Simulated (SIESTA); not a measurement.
## FeO (Wuestite): equation of state with PBE

FeO (Wuestite):

```xyz
2
Lattice="0.0000 2.1554 2.1554 2.1554 0.0000 2.1554 2.1554 2.1554 0.0000" Properties=species:S:1:pos:R:3 pbc="T T T"
Fe    0.0000    0.0000    0.0000
O     2.1554    2.1554    2.1554
```

```
Program             : SIESTA 5.4.2
Task                : equation of state
Functional          : PBE
Potentials or basis : PseudoDojo 0.4 standard (PBE files)
Basis               : DZP (energy shift 0.002 Ry)
Grid cutoff         : 800 Ry
Energy shift        : 0.002 Ry
k mesh              : 11 × 11 × 11
Occupations         : fermi-dirac, width 0.05 eV
Spin                : collinear spin, ferromagnetic start
Starting moments    : [3.0, 0.0] μB
```

```yaml
Equilibrium_volume: 10.04 Å³/atom
Bulk_modulus: 187 GPa
Pressure_derivative_of_the_bulk_modulus: "4.4 (rough: it moves with the points fitted)"
```

Energy against volume, from the lowest point:
```csv
volume (Å³/atom),energy (meV/atom)
9.413,25.60
9.613,11.34
9.813,3.04
10.013,0.00
10.214,1.67
10.414,7.56
10.614,17.38
```

All runs of the series together: 15 min on 1 thread of Arm Neoverse V1, with other jobs on the host.

Caveat: semicore shells carry a single zeta, which can move pressures by several GPa and volumes by a few percent; the basis of atomic orbitals isn't converged, which shifts pressures, moduli and gaps.
